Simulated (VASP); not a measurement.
# InAs (Fm-3m) in VASP: further runs

One crystal, InAs, is run at these levels: PBE; tasks: core levels, phonons, elastic constants.

Program: VASP 6.6.1. These are calculated values, not measurements. Logs are shortened: lines on timing, memory, paths and dates and some standing lists are left out, and cuts for length are marked.

**1. Starting point**

Symmetry: Fm-3m, No. 225, cubic system. The conventional cell has a = 5.755 Å, b = 5.755 Å, c = 5.755 Å, α = 90.00°, β = 90.00°, γ = 90.00°. In (site symmetry m-3m) has 6 As at 2.88 Å as nearest neighbours. As (site symmetry m-3m) is surrounded by 6 In at 2.88 Å.

Measurements of this composition are mostly on another form, of space group No. 216.

**2. Core levels, PBE**

The input, INCAR:

```
  PREC = Accurate
  ENCUT = 520
  EDIFF = 1E-6
  ISMEAR = 0
  SIGMA = 0.02
  LREAL = False
  LASPH = True
  NELM = 80
  ALGO = Fast
  ISIF = 2
  LWAVE = False
  LCHARG = False
  GGA = PE
  ICORELEVEL = 1
```

The input, KPOINTS:

```
Automatic mesh
0
Gamma
  8 8 8
```

The input, POSCAR:

```
InAs
1.0
    0.0000000000      2.8773040000      2.8773040000
    2.8773040000      0.0000000000      2.8773040000
    2.8773040000      2.8773040000      0.0000000000
In As
1 1
Direct
    0.5000000000      0.5000000000      0.5000000000
    0.0000000000      0.0000000000      0.0000000000
```

Potentials or basis: VASP PAW PBE potentials, release 64 (In_d, As).

Launch:

```bash
$ cat potpaw_PBE.64/In_d/POTCAR potpaw_PBE.64/As/POTCAR > POTCAR
$ mpirun -np 1 vasp_std > vasp.out
```

OUTCAR:

```text
PREC = Accurate
   ENCUT = 520
   EDIFF = 1E-6
   ISMEAR = 0
   LREAL = False
   LASPH = True
   NELM = 80
   ISIF = 2
   GGA = PE

 ion  position               nearest neighbor table
   1  0.500  0.500  0.500-   2 2.88   2 2.88   2 2.88   2 2.88   2 2.88   2 2.88
   2  0.000  0.000  0.000-   1 2.88   1 2.88   1 2.88   1 2.88   1 2.88   1 2.88

  LATTYP: Found a face centered cubic cell.
 ALAT       =     5.7546080000

  Lattice vectors:

 A1 = (   0.0000000000,   2.8773040000,   2.8773040000)
 A2 = (   2.8773040000,   0.0000000000,   2.8773040000)
 A3 = (   2.8773040000,   2.8773040000,   0.0000000000)

Analysis of symmetry for initial positions (statically):
=====================================================================
 Subroutine PRICEL returns:
 Original cell was already a primitive cell.

 Routine SETGRP: Setting up the symmetry group for a
 face centered cubic supercell.

 Subroutine GETGRP returns: Found 48 space group operations
 (whereof 48 operations were pure point group operations)
 out of a pool of 48 trial point group operations.

The static configuration has the point symmetry O_h .

Analysis of symmetry for dynamics (positions and initial velocities):
=====================================================================
 Subroutine PRICEL returns:
 Original cell was already a primitive cell.

 Routine SETGRP: Setting up the symmetry group for a
 face centered cubic supercell.

 Subroutine GETGRP returns: Found 48 space group operations
 (whereof 48 operations were pure point group operations)
 out of a pool of 48 trial point group operations.

The dynamic configuration has the point symmetry O_h .

 Subroutine INISYM returns: Found 48 space group operations
 (whereof 48 operations are pure point group operations),
 and found     1 'primitive' translations

----------------------------------------------------------------------------------------

                                     Primitive cell

  volume of cell :      47.6417

  direct lattice vectors                    reciprocal lattice vectors
     0.000000000  2.877304000  2.877304000    -0.173773783  0.173773783  0.173773783
     2.877304000  0.000000000  2.877304000     0.173773783 -0.173773783  0.173773783
     2.877304000  2.877304000  0.000000000     0.173773783  0.173773783 -0.173773783

  length of vectors
     4.069122340  4.069122340  4.069122340     0.300985021  0.300985021  0.300985021

  position of ions in fractional coordinates (direct lattice)
     0.500000000  0.500000000  0.500000000
     0.000000000  0.000000000  0.000000000

[... 94 lines left out ...]
   IMIX   =      4    mixing-type and parameters
     AMIX     =   0.40;   BMIX     =  1.00
     AMIX_MAG =   1.60;   BMIX_MAG =  1.00
  volume/ion in A,a.u.               =      23.82       160.75
  Fermi-wavevector in a.u.,A,eV,Ry     =   1.183505  2.236499 19.057448  1.400683
  Thomas-Fermi vector in A             =   2.319738
   LORBIT       =      0    0 simple, 1 ext, 2 COOP (PROOUT), +10 PAW based schemes
   GGA     = PE    functional components
   LHFCALC =     F    Hartree Fock is set to
   AEXX    =    0.0000 exact exchange contribution
   IVDW    =     0    specifies the selected vdW correction
   LEPSILON=     F    determine dielectric tensor
   LRPA    =     F    only Hartree local field effects (RPA)
 non-spin polarized calculation
 RMM-DIIS sequential band-by-band and
 Gauss-broadening in eV      SIGMA  =   0.02
  energy-cutoff  :      520.00
  volume of cell :       47.64
 maximum number of plane-waves:      1303
   NGX = 15   NGY = 15   NGZ = 15

 number of electron      18.0000002 magnetization

 Free energy of the ion-electron system (eV)
  ---------------------------------------------------
  ext. energy  EPLUGINS =         0.00000000
  ---------------------------------------------------
  free energy    TOTEN  =        -7.31442983 eV

  energy without entropy =       -7.31422654  energy(sigma->0) =       -7.31432819

 the core state eigenenergies are
   1-  1s -27737.5414  2s  -4144.0376  2p  -3718.0208  3s   -777.9870  3p   -638.5416
       3d   -422.2095  4s   -109.3071  4p    -67.7854
   2-  1s -11706.3162  2s  -1474.8520  2p  -1291.6858  3s   -178.7372  3p   -122.1140
       3d    -29.1266

 E-fermi :   5.9335     XC(G=0): -10.0974

 val. band max:        5.8496055911   @ k =   0.3750   0.2500   0.0000
 cond. band min:       5.9530509598   @ k =  -0.3750   0.1250   0.0000
 fundamental gap:      0.1034453686
 Fermi energy:         5.9334919858

 k-point     1 :       0.0000    0.0000    0.0000
  band No.  band energies     occupation
      1      -8.3702      2.00000
      2      -8.3702      2.00000
      3      -8.3492      2.00000
      4      -8.3492      2.00000
      5      -8.3492      2.00000
      6      -6.1863      2.00000
      7       5.2587      2.00000
      8       5.7107      2.00000
      9       5.7107      2.00000
     10       5.7107      2.00000
     11      13.0965      0.00000
     12      13.0965      0.00000
     13      13.0996      0.00000
[... 258 lines left out ...]
  band No.  band energies     occupation
      1      -8.5848      2.00000
      2      -8.3805      2.00000
      3      -8.3421      2.00000
      4      -8.2832      2.00000
      5      -8.2832      2.00000
      6      -4.2550      2.00000
      7       1.5592      2.00000
      8       3.9318      2.00000
      9       3.9318      2.00000
     10       4.0702      2.00000
     11      10.0429      0.00000
     12      14.3656      0.00000
     13      14.4396      0.00000

------------------------ aborting loop because EDIFF is reached ----------------------------------------

  FORCE on cell =-STRESS in cart. coord.  units (eV):
  Direction    XX          YY          ZZ          XY          YZ          ZX
  --------------------------------------------------------------------------------------
  -------------------------------------------------------------------------------------
  Total       -0.0001295     -0.0001295     -0.0001295     -0.0000000     -0.0000000      0.0000000
  in kB       -0.0043548     -0.0043548     -0.0043548     -0.0000000     -0.0000000      0.0000000
  external PRESSURE =      -0.0043548 kB  Pullay stress =       0.0000000 kB

 VOLUME and BASIS-vectors are now :
 -----------------------------------------------------------------------------
  energy-cutoff  :      520.00
  volume of cell :       47.64
      direct lattice vectors                 reciprocal lattice vectors
     0.000000000  2.877304000  2.877304000    -0.173773783  0.173773783  0.173773783
     2.877304000  0.000000000  2.877304000     0.173773783 -0.173773783  0.173773783
     2.877304000  2.877304000  0.000000000     0.173773783  0.173773783 -0.173773783

 POSITION                                       TOTAL-FORCE (eV/Angst)
 -----------------------------------------------------------------------------------
      2.87730      2.87730      2.87730         0.000000      0.000000      0.000000
      0.00000      0.00000      0.00000        -0.000000     -0.000000     -0.000000
 -----------------------------------------------------------------------------------
    total drift:                                0.000000      0.000000      0.000000

  FREE ENERGIE OF THE ION-ELECTRON SYSTEM (eV)
  ---------------------------------------------------
  free  energy   TOTEN  =        -7.3144298305 eV

  energy  without entropy=       -7.3142265426  energy(sigma->0) =       -7.31432819
```

stdout:

```text
POSCAR found type information on POSCAR InAs
 POSCAR found :  2 types and       2 ions
 scaLAPACK will be used
 LDA part: xc-table for (Slater+PW92), standard interpolation
 POSCAR, INCAR and KPOINTS ok, starting setup
 FFT: planning ... GRIDC
 FFT: planning ... GRID_SOFT
 FFT: planning ... GRID
 WAVECAR not read
 entering main loop
```

Wall time 22 s (1 thread of Intel Xeon Platinum 8488C (Sapphire Rapids), shared host); peak memory 0.17 GiB.

Results:

```
Free energy            : -7.3144 eV
Pressure               : 0.0 GPa
Band gap on the k mesh : none (metal or under the smearing width)
```

Levels at points of the mesh, in eV from the Fermi level:
```tsv
k point	band 7	band 8	band 9	band 10	band 11	band 12
(0.00, 0.00, 0.00)	-0.67	-0.22	-0.22	-0.22	7.16	7.16
(0.50, 0.00, 0.00)	-6.51	0.16	0.16	2.12	3.27	3.27
(0.50, 0.50, 0.00)	-4.71	-2.93	-2.24	-2.24	3.87	9.17
```

Core levels (eV, on the scale of the bands):
```
atom                                                                                     levels
1 In  1s -27737.5, 2s -4144.0, 2p -3718.0, 3s -778.0, 3p -638.5, 3d -422.2, 4s -109.3, 4p -67.8
2 As                        1s -11706.3, 2s -1474.9, 2p -1291.7, 3s -178.7, 3p -122.1, 3d -29.1
```

(Part 1 of 2 ends here.)
